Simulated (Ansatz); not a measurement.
Basis-set extrapolation for C4H6 (PBE0-D4/def2-TZVP geometry, frozen core, the Gaussian-basis code of Ansatz). Multiplicity 1, RHF reference.

|  | cc-pV(T+d)Z | cc-pV(Q+d)Z |
| --- | --- | --- |
| HF | -154.925159 | -154.934977 |
| MP2 correlation | -0.668502 | -0.709275 |
| CCSD(T) correlation | -0.727294 | -0.762823 |

Energies in hartree. Use E(X) = E(∞) + A·exp(−5.46·√X) for Hartree–Fock and E(X) = E(∞) + B·X^(−3.05) for correlation, with X = 3 and 4.

Problem. What is the CCSD(T) energy at the basis-set limit?

Solution. HF limit: -154.934977 + (-0.009818) × 0.30130 = -154.93794. Correlation limit: -0.762823 + (-0.035529) × 0.71189 = -0.78812. Total: -155.72606 hartree, 193.3 kJ/mol below CCSD(T)/cc-pV(T+d)Z.
